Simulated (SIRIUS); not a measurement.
The system is La2O3.

```
La O
1.0
     3.93078    0.00000    0.00000
    -1.96539    3.40415    0.00000
     0.00000    0.00000    6.11195
La O
2 3
Direct
  0.33333 0.66667 0.24624
  0.66667 0.33333 0.75376
  0.00000 0.00000 0.00000
  0.33333 0.66667 0.64589
  0.66667 0.33333 0.35411
```

The cell is a database's computed one.

Base run:

| Quantity | Value |
| --- | --- |
| Program | SIRIUS 7.12.0 |
| Functional | LDA |
| Potentials or basis | all-electron FP-LAPW |
| Cutoff | 276 eV |
| Basis | apw+lo standard |
| k mesh | 8 × 8 × 5 |
| Occupations | fermi-dirac, width 0.05 eV |
| Spin | no spin polarisation |

Its results: band gap on the k mesh 3.78 eV, indirect (least direct gap 3.92 eV); largest force 0.176 eV/Å.

Question: The run is repeated on the same cell with these changes: functional from LDA to PBE. What comes out?

Answer: Band gap on the k mesh 3.88 eV, indirect (least direct gap 4.07 eV); largest force 0.025 eV/Å.

Caveats: spin-orbit coupling is left out, which moves the levels of the heavy elements.

A k mesh can miss the band edges.
